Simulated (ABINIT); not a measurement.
# Au (Fm-3m) in ABINIT: further runs

Runs on Au. Level: r2SCAN. Tasks: single point.

All numbers are computed with ABINIT 10.8.3 (patched build); they aren't measurements. Logs are shortened: lines on timing, memory, paths and dates and some standing lists are left out, and cuts for length are marked. The log counts tension as positive stress, the text compression.

**1. Starting point**

The structure is cubic, space group Fm-3m (No. 225). Conventional cell: a = 4.070 Å, b = 4.070 Å, c = 4.070 Å, α = 90.00°, β = 90.00°, γ = 90.00°. Au (site symmetry m-3m) has 12 Au at 2.88 Å as nearest neighbours.

**2. Single point, r2SCAN**

The input, run.abi:

```
# Pseudopotentials
pp_dirpath "./"
pseudos "Au.GGA_PBE-ansatz.xml"

# Structure
acell 3*1.0
rprim
     0.0000000000     3.8455926636     3.8455926636
     3.8455926636     0.0000000000     3.8455926636
     3.8455926636     3.8455926636     0.0000000000
ntypat 1
znucl 79
natom 1
typat 1
xred
     0.0000000000     0.0000000000     0.0000000000

# Plane-wave basis
ecut 18.0
pawecutdg 36.0

# k points
kptopt 1
ngkpt 11 11 11
nshiftk 1
shiftk 0.0 0.0 0.0

# Exchange and correlation
ixc -497498
usekden 1
pawxcdev 0

# Bands and occupations
nband 14
occopt 3
tsmear 0.00183747

# SCF cycle
nstep 100
tolvrs 1.0e-7

# Output
iomode 3
prtwf 0
prtden 0
prteig 0
prtebands 0
enunit 2
```

Potentials or basis: Ansatz PAW PBE default generated set, frozen core.

Command:

```console
$ mpirun --bind-to none -np 4 abinit run.abi > log 2>&1
```

run.abo:

```text
[... set-up lines left out ...]
 ETOT  1  -88.959657145756    -8.896E+01 5.288E+00 7.926E+00
 ETOT  2  -89.533542680498    -5.739E-01 2.806E-02 5.406E+00
 ETOT  3  -89.523219176040     1.032E-02 8.062E-03 8.369E-01
 ETOT  4  -89.522890581367     3.286E-04 9.533E-04 2.840E-01
 ETOT  5  -89.522532698000     3.579E-04 3.095E-03 2.776E-04
 ETOT  6  -89.522543472022    -1.077E-05 1.211E-04 4.572E-05
 ETOT  7  -89.522543520512    -4.849E-08 2.505E-04 1.252E-05
 ETOT  8  -89.522543512498     8.014E-09 6.675E-05 2.956E-07
 ETOT  9  -89.522543512554    -5.582E-11 3.909E-05 1.209E-07
 ETOT 10  -89.522543512481     7.363E-11 4.945E-05 1.844E-09

 At SCF step   10       nres2   =  1.84E-09 < tolvrs=  1.00E-07 =>converged.

Result for kinetic energy density :

--------------------------------------------------------------------------------
 Total kinetic energy density [Ha/Bohr^3]
)     Maximum=    1.7420E+00  at reduced coord.    0.0667    0.9333    0.9667
)     Minimum=    7.6524E-03  at reduced coord.    0.5000    0.5000    0.5000
   Integrated=    2.2274E+01
--------------------------------------------------------------------------------

 Cartesian components of stress tensor (hartree/bohr^3)
  sigma(1 1)= -2.32440894E-04  sigma(3 2)=  0.00000000E+00
  sigma(2 2)= -2.32440894E-04  sigma(3 1)=  0.00000000E+00
  sigma(3 3)= -2.32440894E-04  sigma(2 1)=  0.00000000E+00

--- !ResultsGS
iteration_state: {dtset: 1, }
comment   : Summary of ground state results
lattice_vectors:
- [  0.0000000,   3.8455927,   3.8455927, ]
- [  3.8455927,   0.0000000,   3.8455927, ]
- [  3.8455927,   3.8455927,   0.0000000, ]
lattice_lengths: [   5.43849,    5.43849,    5.43849, ]
lattice_angles: [ 60.000,  60.000,  60.000, ] # degrees, (23, 13, 12)
lattice_volume:   1.1374173E+02
convergence: {deltae:  7.363E-11, res2:  1.844E-09, residm:  4.945E-05, diffor: null, }
etotal    :  -8.95225435E+01
entropy   :   0.00000000E+00
fermie    :   3.24157877E-01
cartesian_stress_tensor: # hartree/bohr^3
- [ -2.32440894E-04,   0.00000000E+00,   0.00000000E+00, ]
- [  0.00000000E+00,  -2.32440894E-04,   0.00000000E+00, ]
- [  0.00000000E+00,   0.00000000E+00,  -2.32440894E-04, ]
pressure_GPa:   6.8386E+00
xred      :
- [  0.0000E+00,   0.0000E+00,   0.0000E+00, Au]
cartesian_forces: # hartree/bohr
- [ -0.00000000E+00,  -0.00000000E+00,  -0.00000000E+00, ]
force_length_stats: {min:   0.00000000E+00, max:   0.00000000E+00, mean:   0.00000000E+00, }
...

 Integrated electronic density in atomic spheres:
 ------------------------------------------------
 Atom  Sphere_radius  Integrated_density
    1        2.63806         17.91809920

================================================================================

 ----iterations are completed or convergence reached----

 Mean square residual over all n,k,spin=   73.920E-09; max=  49.452E-06
 reduced coordinates (array xred) for    1 atoms
       0.000000000000      0.000000000000      0.000000000000
 rms dE/dt=  0.0000E+00; max dE/dt=  0.0000E+00; dE/dt below (all hartree)
    1       0.000000000000      0.000000000000      0.000000000000

 cartesian coordinates (angstrom) at end:
    1      0.00000000000000     0.00000000000000     0.00000000000000

 cartesian forces (hartree/bohr) at end:
    1     -0.00000000000000    -0.00000000000000    -0.00000000000000
 frms,max,avg= 0.0000000E+00 0.0000000E+00   0.000E+00  0.000E+00  0.000E+00 h/b

 cartesian forces (eV/Angstrom) at end:
    1     -0.00000000000000    -0.00000000000000    -0.00000000000000
 frms,max,avg= 0.0000000E+00 0.0000000E+00   0.000E+00  0.000E+00  0.000E+00 e/A
 length scales=  1.000000000000  1.000000000000  1.000000000000 bohr
              =  0.529177210544  0.529177210544  0.529177210544 angstroms
 Fermi (or HOMO) energy (hartree) =   0.32416   Average Vxc (hartree)=  -0.50933
 Eigenvalues (hartree) for nkpt=  56  k points:
 kpt#   1, nband= 14, wtk=  0.00075, kpt=  0.0000  0.0000  0.0000 (reduced coord)
  -3.63760   -1.82743   -1.82743   -1.82743   -0.05462    0.13615    0.13615    0.13615
   0.19361    0.19361    0.87622    1.03023    1.03023    1.03023
      occupation numbers for kpt#   1
   2.00000    2.00000    2.00000    2.00000    2.00000    2.00000    2.00000    2.00000
   2.00000    2.00000    0.00000    0.00000    0.00000    0.00000
 prteigrs : prtvol=0 or 1, do not print more k-points.

 Fermi (or HOMO) energy (eV) =   8.82079   Average Vxc (eV)= -13.85963
 Eigenvalues (   eV  ) for nkpt=  56  k points:
 kpt#   1, nband= 14, wtk=  0.00075, kpt=  0.0000  0.0000  0.0000 (reduced coord)
 -98.98414  -49.72681  -49.72681  -49.72681   -1.48636    3.70487    3.70487    3.70487
   5.26839    5.26839   23.84315   28.03398   28.03398   28.03398
 prteigrs : prtvol=0 or 1, do not print more k-points.

--- !EnergyTerms
iteration_state     : {dtset: 1, }
comment             : Components of total free energy in Hartree
kinetic             :  2.22740085452474E+01
hartree             :  2.66844475816626E+01
xc                  : -8.02590784742191E+00
Ewald energy        : -1.07599488137522E+02
psp_core            :  8.42754895666556E+00
local_psp           : -7.06751066081282E+01
PAW spherical_terms :  3.93920110028198E+01
internal            : -8.95224865066768E+01
'-kT*entropy'       : -2.74281732924906E-05
total_energy        : -8.95225139348501E+01
total_energy_eV     : -2.43603170439242E+03
...

--- !EnergyTermsDC
iteration_state     : {dtset: 1, }
comment             : '"Double-counting" decomposition of free energy'
band_energy         : -1.65627989194605E+01
Ewald energy        : -1.07599488137522E+02
psp_core            :  8.42754895666556E+00
xc_dc               : -2.41911632672716E+01
PAW spherical_terms :  5.04033852832813E+01
internal            : -8.95225160843073E+01
'-kT*entropy'       : -2.74281732924906E-05
total_energy_dc     : -8.95225435124806E+01
total_energy_dc_eV  : -2.43603250924075E+03
...

--- !EnergyTermsWithPAWCore
iteration_state     : {dtset: 1, }
comment             : 'Components of total free energy, including PAW core contributions'
Total energy        : -1.69213460863352E+04
Total energy DC     : -1.69213461159129E+04
Total energy (eV)   : -4.60453284157187E+05
Total energy DC (eV): -4.60453284962035E+05
...

 Cartesian components of stress tensor (hartree/bohr^3)
  sigma(1 1)= -2.32440894E-04  sigma(3 2)=  0.00000000E+00
  sigma(2 2)= -2.32440894E-04  sigma(3 1)=  0.00000000E+00
  sigma(3 3)= -2.32440894E-04  sigma(2 1)=  0.00000000E+00

-Cartesian components of stress tensor (GPa)         [Pressure=  6.8386E+00 GPa]
- sigma(1 1)= -6.83864720E+00  sigma(3 2)=  0.00000000E+00
- sigma(2 2)= -6.83864720E+00  sigma(3 1)=  0.00000000E+00
- sigma(3 3)= -6.83864720E+00  sigma(2 1)=  0.00000000E+00

== END DATASET(S) ==============================================================
================================================================================

 -outvars: echo values of variables after computation  --------
            acell      1.0000000000E+00  1.0000000000E+00  1.0000000000E+00 Bohr
           etotal     -8.9522543512E+01
            fcart     -0.0000000000E+00 -0.0000000000E+00 -0.0000000000E+00
            rprim      0.0000000000E+00  3.8455926636E+00  3.8455926636E+00
                       3.8455926636E+00  0.0000000000E+00  3.8455926636E+00
                       3.8455926636E+00  3.8455926636E+00  0.0000000000E+00
           strten     -2.3244089389E-04 -2.3244089389E-04 -2.3244089389E-04
                       0.0000000000E+00  0.0000000000E+00  0.0000000000E+00
 Calculation completed.
```

It took 49 s on 4 MPI ranks of AMD EPYC 7R43 (Zen 3), shared host; peak memory 0.8 GiB.

What came out:

```
Free energy                                           : -2436.0325 eV
Pressure                                              : 6.8 GPa
Band gap on the k mesh                                : none (metal or under the smearing width)
Valence electrons inside the program's atomic spheres : Au 17.92 (radii [1.396] Å)
```

Levels at points of the mesh, in eV from the Fermi level:
```csv
k point,band 7,band 8,band 9,band 10,band 11,band 12,band 13,band 14
"(0.00, 0.00, 0.00)",-5.12,-5.12,-3.55,-3.55,15.02,19.21,19.21,19.21
```

Caveat: totals of a meta-GGA on PAW files have another zero than those of a GGA; the PAW data sets were made with another functional, which shifts forces and pressure a little. The run has no spin-orbit coupling, so splittings on Au are missing.

**3. Single point, r2SCAN**

run.abi, as its differences from that of step 2:

```diff
@@ -2,3 +2,3 @@
 pp_dirpath "./"
-pseudos "Au.GGA_PBE-ansatz.xml"
+pseudos "Au.GGA_PBE-JTH.xml"
 
@@ -18,4 +18,4 @@
 # Plane-wave basis
-ecut 18.0
-pawecutdg 36.0
+ecut 24.0
+pawecutdg 46.0
 
@@ -33,3 +33,3 @@
 # Bands and occupations
-nband 14
+nband 10
 occopt 3
```

Potentials or basis: JTH PAW PBE v2.0.

Command:

```console
$ mpirun --bind-to none -np 4 abinit run.abi > log 2>&1
```

run.abo:

```text
.Version 10.8.3 of ABINIT
 Symmetries : space group Fm -3 m (#225); Bravais cF (face-center cubic)
================================================================================
 Values of the parameters that define the memory need of the present run
     intxc =       0    ionmov =       0      iscf =      17    lmnmax =      18
     lnmax =       6     mgfft =      24  mpssoang =       3    mqgrid =    3001
     natom =       1  nloc_mem =       2    nspden =       1   nspinor =       1
    nsppol =       1      nsym =      48    n1xccc =       1    ntypat =       1
    occopt =       3   xclevel =       2
       mpw =         649          nfft =       13824          nkpt =          56
 PAW method is used; the additional fine FFT grid is defined by:
   mgfftf=        36    nfftf =     46656
================================================================================
================================================================================

--------------------------------------------------------------------------------
------------- Echo of variables that govern the present computation ------------
--------------------------------------------------------------------------------
 -outvars: echo values of preprocessed input variables --------
            acell      1.0000000000E+00  1.0000000000E+00  1.0000000000E+00 Bohr
              amu      1.96966540E+02
             ecut      2.40000000E+01 Hartree
           enunit           2
                       outvar_i_n : Printing only first  50 k-points.
              ixc     -497498
                       outvar_i_n : Printing only first  50 k-points.
         kptrlatt       11    0    0      0   11    0      0    0   11
          kptrlen      5.98233823E+01
            natom           1
            nband          10
[... 201 lines left out ...]
band_energy         :  1.32026361749193E+00
Ewald energy        : -3.60652023951252E+01
psp_core            :  3.40431398648345E+00
xc_dc               : -2.93608313061576E+00
PAW spherical_terms :  4.96000496536084E+01
internal            :  1.53233417318428E+01
'-kT*entropy'       : -2.71067352375375E-05
total_energy_dc     :  1.53233146251076E+01
total_energy_dc_eV  :  4.16968632832491E+02
...

--- !EnergyTermsWithPAWCore
iteration_state     : {dtset: 1, }
comment             : 'Components of total free energy, including PAW core contributions'
Total energy        : -1.90125336145741E+04
Total energy DC     : -1.90125337812424E+04
Total energy (eV)   : -5.17357395700872E+05
Total energy DC (eV): -5.17357400236148E+05
...

 Cartesian components of stress tensor (hartree/bohr^3)
  sigma(1 1)= -2.54027085E-04  sigma(3 2)=  0.00000000E+00
  sigma(2 2)= -2.54027085E-04  sigma(3 1)=  0.00000000E+00
  sigma(3 3)= -2.54027085E-04  sigma(2 1)=  0.00000000E+00

-Cartesian components of stress tensor (GPa)         [Pressure=  7.4737E+00 GPa]
- sigma(1 1)= -7.47373487E+00  sigma(3 2)=  0.00000000E+00
- sigma(2 2)= -7.47373487E+00  sigma(3 1)=  0.00000000E+00
- sigma(3 3)= -7.47373487E+00  sigma(2 1)=  0.00000000E+00

== END DATASET(S) ==============================================================
================================================================================

 -outvars: echo values of variables after computation  --------
            acell      1.0000000000E+00  1.0000000000E+00  1.0000000000E+00 Bohr
           etotal      1.5323314625E+01
            fcart     -0.0000000000E+00 -0.0000000000E+00 -0.0000000000E+00
            rprim      0.0000000000E+00  3.8455926636E+00  3.8455926636E+00
                       3.8455926636E+00  0.0000000000E+00  3.8455926636E+00
                       3.8455926636E+00  3.8455926636E+00  0.0000000000E+00
           strten     -2.5402708502E-04 -2.5402708502E-04 -2.5402708502E-04
                       0.0000000000E+00  0.0000000000E+00  0.0000000000E+00
 Calculation completed.
```

It took 27 s on 4 MPI ranks of AMD EPYC 7R43 (Zen 3), shared host; peak memory 0.44 GiB.

Results:

- Free energy: 416.9686 eV
- Pressure: 7.5 GPa
- Band gap on the k mesh: none (metal or under the smearing width)
- Valence electrons inside the program's atomic spheres: Au 9.54 (radii [1.3275] Å)

Levels at points of the mesh, in eV from the Fermi level:
| k point | band 3 | band 4 | band 5 | band 6 | band 7 | band 8 | band 9 | band 10 |
| --- | --- | --- | --- | --- | --- | --- | --- | --- |
| (0.00, 0.00, 0.00) | -5.11 | -5.11 | -3.55 | -3.55 | 15.81 | 19.88 | 19.88 | 19.88 |

Caveat: totals of a meta-GGA on PAW files have another zero than those of a GGA; the PAW data sets were made with another functional, which shifts forces and pressure a little. Spin-orbit coupling is left out, which matters for the levels of Au.
